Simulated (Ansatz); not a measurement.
Ir under strain

The calculation used DFT PBEsol, scalar-relativistic, plane waves, PAW in Ansatz. Run with 420 eV cutoff, 20×20×14 k-mesh, Gaussian smearing of 0.10 eV, no spin polarisation.

The relaxed crystal:

```
CELL_PARAMETERS angstrom
1.91507 1.91507 0.00000
-1.91507 1.91507 0.00000
0.00000 0.00000 3.83014
ATOMIC_POSITIONS crystal
Ir 0.00000 0.00000 0.00000
Ir 0.50000 0.50000 0.50000
```

Deformation: biaxial strain in the a-b plane, with the length and tilt of c and the atoms relaxed, all within the symmetry that the strain leaves. Energies are extrapolated to zero smearing.

Spin–orbit coupling is left out, which can shift energies with elements as heavy as these.

```tsv
strain (%)	ΔE (meV/atom)	a (Å)	b (Å)	c (Å)
-3.0	60.7	2.627	2.627	3.926
-2.0	26.1	2.654	2.654	3.893
-1.0	6.3	2.681	2.681	3.861
+0.0	0.0	2.708	2.708	3.830
+1.0	6.2	2.735	2.735	3.801
+2.0	23.5	2.762	2.762	3.771
+3.0	50.8	2.790	2.790	3.742
```

Task: What stiffness (1/V) d²E/dε² at zero strain does a cubic fit over all points give?

Result: A cubic fit gives (1/V) d²E/dε² = 1413 GPa at zero strain (twice the biaxial modulus).

Task: How does the free axis c answer a small strain?

Result: Between the innermost points its strain is -0.78 times the applied one.